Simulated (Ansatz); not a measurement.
A run of Ansatz 0.2.0:

input.yaml

```yaml
crystal:
  lattice:
    - [2.5221, 0.0, 0.0]
    - [-1.26105, 2.1842026709, 0.0]
    - [0.0, 0.0, 12.3557]
  atoms:
    - { symbol: C, position: [0.6666666667, 0.3333333333, 0.35417] }
    - { symbol: C, position: [0.3333333333, 0.6666666667, 0.85417] }
    - { symbol: C, position: [0.6666666667, 0.3333333333, 0.14583] }
    - { symbol: C, position: [0.3333333333, 0.6666666667, 0.64583] }
    - { symbol: C, position: [0.6666666667, 0.3333333333, 0.47917] }
    - { symbol: C, position: [0.3333333333, 0.6666666667, 0.97917] }
    - { symbol: C, position: [0.6666666667, 0.3333333333, 0.02083] }
    - { symbol: C, position: [0.3333333333, 0.6666666667, 0.52083] }
    - { symbol: C, position: [0.0, 0.0, 0.8125] }
    - { symbol: C, position: [0.0, 0.0, 0.3125] }
    - { symbol: C, position: [0.0, 0.0, 0.6875] }
    - { symbol: C, position: [0.0, 0.0, 0.1875] }
kpoints:
  mp_grid: { grid: [12, 12, 3] }
scf:
  occupations: { method: fermi_dirac, width: 0.05 }
hamiltonian:
  xc: pbe
  pseudopotentials: { kind: all_electron, lapw: { basis_error: 0.001 } }
output:
  forces: true
  stress: true
  eigenvalues: true
  populations: true
```

Potentials or basis: all-electron LAPW, scalar-relativistic.

Command:

```sh
$ ansatz run input.yaml --threads 8 --pin off --max-ram 24576MiB --backend cpu --events-out ev --progress --plain --runs-dir out
```

Hardware: 8 threads of Intel(R) Xeon(R) Processor @ 2.50GHz (Skylake/Cascade Lake), on a shared host.

Task: Estimate the wall time of this run.

Result: Wall time 18 s on 8 threads of Intel(R) Xeon(R) Processor @ 2.50GHz (Skylake/Cascade Lake), on a shared host, peak memory 0.87 GiB. Counts: scf iterations 7, plane waves 1513, k points 38, bands 48.
